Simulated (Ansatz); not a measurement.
RbBr (Pm-3m): from strained cells to moduli

```xyz
2
Lattice="4.0701 0.0000 0.0000 0.0000 4.0701 0.0000 0.0000 0.0000 4.0701" Properties=species:S:1:pos:R:3 pbc="T T T"
Rb    0.0000    0.0000    0.0000
Br    2.0350    2.0350    2.0350
```

Unless marked otherwise, the numbers come from PBEsol, all-electron LAPW in Ansatz 0.2.0, scalar-relativistic. k mesh 6×6×6, fixed occupations, basis error target 0.5 meV/atom. The cell was relaxed by PAW under this functional, which moved its volume by -4 % from the database entry's. This phase needn't be the one found at ambient conditions.

The cell is cubic and carries a residual pressure of 0.04 GPa at this level. Each strain component that symmetry leaves independent is applied at ±0.003, the ions relax wherever a strain frees them, and the stress (tension positive, GPa) is read. Shears are engineering strains, γ = 2ε.

| strain | size | σxx | σyy | σzz | σyz | σxz | σxy |
| --- | --- | --- | --- | --- | --- | --- | --- |
| xx | -0.003 | -0.1489 | -0.0570 | -0.0570 | 0.0000 | 0.0000 | 0.0000 |
| xx | +0.003 | 0.0764 | -0.0146 | -0.0146 | 0.0000 | 0.0000 | 0.0000 |
| yz | -0.003 | -0.0358 | -0.0357 | -0.0357 | -0.0222 | 0.0000 | 0.0000 |
| yz | +0.003 | -0.0358 | -0.0357 | -0.0357 | 0.0222 | 0.0000 | 0.0000 |

A central difference gives one constant, for example C11 ≈ (0.0764 − (-0.1489))/(0.006) = 37.5 GPa; the program then imposes the crystal's symmetry on the whole matrix.

(1) What are the independent elastic constants?

(2) Do they meet the Born conditions?

(3) What moduli does a random aggregate of grains have?

(4) With the density of 4.073 g/cm³, how fast does sound travel, and what Debye temperature follows?

(5) How far do the constants move if PAW replaces LAPW in the same cell?

(6) How do the constants change if the ions are clamped to the homogeneous strain?

(7) What happens at 2 GPa (cell relaxed there)?

Answers

(1) C11 = 37.5, C12 = 7.1, C44 = 7.4 GPa.

(2) C11 − C12 = 30.5, C11 + 2C12 = 51.7 and C44 = 7.4 GPa must all be positive, so the crystal is elastically stable; that says nothing yet of its phonons.

(3) B = (C11 + 2C12)/3 = 17.2 GPa. G_V = (C11 − C12 + 3C44)/5 = 10.5 and G_R = 5(C11 − C12)C44/(4C44 + 3(C11 − C12)) = 9.3, so G_H = 9.9 GPa. Then E = 9BG/(3B + G) = 25.0 GPa, ν = (3B − 2G)/(6B + 2G) = 0.258 and B/G = 1.74, on the brittle side of Pugh's 1.75 (a rule of thumb, made for metals; it doesn't predict ductility here).

(4) 

```csv
direction,slow (m/s),middle (m/s),fast (m/s)
[100],1347,1347,3036
[110],1347,1935,2700
[111],1761,1761,2579
```

The mean of v⁻³ over directions and branches gives v_m = 1713 m/s and θ_D = (ħ/k_B) v_m (6π²n)^(1/3) = 158 K, n being atoms per volume. Young's modulus spans 19 to 35 GPa over directions, and the universal anisotropy index is 0.66.

(5) 

```csv
constant,LAPW (GPa),PAW (GPa),difference
C11,37.5,37.5,0.0
C12,7.1,7.1,0.0
C44,7.4,7.4,0.0
```

(6) None moves by more than 0.3 GPa: by symmetry a homogeneous strain puts no force on these sites.

(7) The volume falls to 0.9140 of its value, and C11 = 48.9, C12 = 15.5, C44 = 13.4 GPa (slopes of the stress), in this structure whether or not another phase takes over.

Caveats: the frozen-core PAW files of the compared runs were fitted under PBE, their cores solved anew for this functional.
